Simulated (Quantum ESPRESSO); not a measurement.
## TiO2: zone-centre phonons under several settings

```
Ti O
1.0
     4.59984    0.00000    0.00000
     0.00000    4.59984    0.00000
     0.00000    0.00000    2.95921
Ti O
2 4
Direct
  0.00000 0.00000 0.50000
  0.50000 0.50000 0.00000
  0.30432 0.30432 0.50000
  0.19568 0.80432 0.00000
  0.80432 0.19568 0.00000
  0.69568 0.69568 0.50000
```

The cell is a database's computed one.

All runs used Quantum ESPRESSO 7.5; k mesh 2 × 2 × 4, shifted; given cell, atoms relaxed; no spin polarisation; occupations smeared at first, fixed for the response.

| level | potentials | cutoff (eV) | pressure (GPa) | lowest optical mode without the field (cm⁻¹) | highest optical mode without the field (cm⁻¹) | sum of the Born charges (e) |
| --- | --- | --- | --- | --- | --- | --- |
| PBE | GBRV 1.5 PBE | 612 | ? | ? | ? | ? |
| PBE | JTH 2.0 PBE | 707 | 4.0 | 169i | 795 | -0.12 |
| PBE | SSSP 1.3 efficiency PBE | 748 | 3.8 | 164i | 795 | -0.15 |
| PBE | PseudoDojo 0.4.1 SR PBE standard | 1143 | 3.6 | 158i | 795 | -0.13 |
| PBE | SPMS 1.0 PBE | 1197 | 3.9 | 149i | 798 | -0.12 |
| PBE | Ansatz NC SR PBE | 1238 | 3.9 | 160i | 797 | -0.13 |

Question: What stands in the row left open?

Answer: Pressure 4.4 GPa; lowest optical mode without the field 156i cm⁻¹; highest optical mode without the field 798 cm⁻¹; sum of the Born charges -0.13 e.

Values marked i are imaginary: the cell is unstable against those modes at that level, or the meshes are too thin.

Caveats: all runs use coarse meshes; some modes are imaginary; the cell is more than 3 GPa from zero pressure, which shifts response properties.

For the row left open. Caveat: the k mesh is coarse (spacing up to 0.68 Å⁻¹), so the values aren't converged; the mesh is thin for the dielectric tensor, Born charges and intensities, which usually come out too large; some modes are imaginary; the cell is more than 3 GPa from zero pressure, which shifts response properties; the Born charges break their sum rule by 0.13 e, a sign of too thin a mesh.
